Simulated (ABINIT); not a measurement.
Crystal: Na.

```
CELL_PARAMETERS angstrom
-2.14100 2.14100 2.14100
2.14100 -2.14100 2.14100
2.14100 2.14100 -2.14100
ATOMIC_POSITIONS crystal
Na 0.00000 0.00000 0.00000
```

```yaml
Program: ABINIT 10.8.3 (patched build)
Task: single point
Functional: PBE
Potentials_or_basis: JTH PAW PBE v2.0
Cutoff: 1088 eV
k_mesh: 9 × 9 × 9
Occupations: fermi-dirac, width 0.05 eV
Spin: no spin polarisation
```

On this cell: pressure -0.4 GPa; band gap on the k mesh none (metal or under the smearing width).

The same run follows on a disturbed copy (cell strained at random at fixed volume):

```
CELL_PARAMETERS angstrom
-2.05761 2.14356 2.19933
2.10814 -2.08308 2.18937
2.09200 2.11746 -2.13885
ATOMIC_POSITIONS crystal
Na 0.99870 0.99979 0.99469
```

**Question.** What changes?

**Answer.** The energy (extrapolated to zero smearing) moves by +1.5 meV/atom; pressure -0.4 GPa; band gap on the k mesh none (metal or under the smearing width).

Stress tensor (GPa, compression positive):
```
-0.39 -0.09 -0.14
-0.09 -0.37 -0.20
-0.14 -0.20 -0.50
```
